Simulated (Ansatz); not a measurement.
## CoO: relaxation of cell and atoms with RPBE+D4

Crystal: CoO.

```xyz
2
Lattice="0.0000 2.1315 2.1315 2.1315 0.0000 2.1315 2.1315 2.1315 0.0000" Properties=species:S:1:pos:R:3 pbc="T T T"
Co    0.0000    0.0000    0.0000
O     2.1315    2.1315    2.1315
```

```yaml
Program: Ansatz 0.2.0
Task: relaxation of cell and atoms
Functional: RPBE
Dispersion: D4
Potentials_or_basis: all-electron LAPW, scalar-relativistic
Basis_error_allowed: 0.001 eV/atom
k_mesh: 11 × 11 × 11
Occupations: fermi-dirac, width 0.05 eV
Spin: collinear spin, ferromagnetic start
Starting_moments: "[2.0, 0.0] μB"
```

```yaml
Relaxed_volume: 9.53 Å³/atom
Relaxed_cell: a = 2.998 Å, b = 2.998 Å, c = 2.998 Å, α = 60.00°, β = 60.00°, γ = 60.00°
Space_group_after_relaxing_to_0.05_Å: Fm-3m (No. 225)
Energy_gained_by_relaxing: 1.3 meV/atom
Ionic_steps: 4
Pressure_after_relaxing: 0.0 GPa
Net_moment: 2.92 μB per cell
Absolute_moment: 2.94 μB per cell
Site_moments: Co +2.58; O +0.31 μB
```

Step by step:
```tsv
step	energy change (eV)	largest force (eV/Å)	volume (Å³)
1	0.0000	0.0000	19.37
2	-0.0019	0.0000	19.22
3	-0.0025	0.0000	19.06
4	-0.0025	0.0000	19.06
```

Final structure:
```yaml
crystal:
  lattice:
    - [0.00000, 2.12013, 2.12013]
    - [2.12013, 0.00000, 2.12013]
    - [2.12013, 2.12013, 0.00000]
  atoms:
    - { symbol: Co, position: [0.00000, 0.00000, 0.00000] }
    - { symbol: O, position: [0.50000, 0.50000, 0.50000] }
```

Run time: 34 s on 2 threads of Arm Neoverse V2 (shared host), peak memory 0.43 GiB.

Caveat: a cell with one magnetic atom can't hold antiferromagnetic order, which such compounds often take.
